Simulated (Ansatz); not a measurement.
PbF2 (Fluorocronite) in Ansatz: the effect of functional

Crystal: PbF2 (Fluorocronite).

```xyz
3
Lattice="0.0000 3.0218 3.0218 3.0218 0.0000 3.0218 3.0218 3.0218 0.0000" Properties=species:S:1:pos:R:3 pbc="T T T"
Pb    0.0000    0.0000    0.0000
F     4.5327    4.5327    4.5327
F     1.5109    1.5109    1.5109
```

The cell isn't the ideal one: volume scaled by 1.06.

Alike in all runs:

```yaml
Program: Ansatz 0.2.0
Task: single point
Potentials_or_basis: Ansatz PAW
k_mesh: 8 × 8 × 8
Occupations: fermi-dirac, width 0.05 eV
Spin: no spin polarisation
```

One run gave: gap on the mesh 4.24 eV; pressure -7.8 GPa. Which functional did it use?
A. LDA
B. r2SCAN
C. PBEsol

A.

| functional | cutoff | gap on the mesh (eV) | pressure (GPa) |
| --- | --- | --- | --- |
| LDA | 420 eV (not typed: the program's choice for these potentials) | 4.24 | -7.8 |
| PBEsol | 420 eV (not typed: the program's choice for these potentials) | 4.30 | -4.7 |
| r2SCAN | 500 eV (not typed: the program's choice for these potentials) | 4.94 | -4.1 |

Caveats: spin-orbit coupling is left out, which as a rule narrows the gap of such compounds by several tenths of an eV; the PAW data sets come from PBE, with cores solved anew for the run's functional, which leaves a small shift of forces and pressure.

A k mesh can miss the band edges.
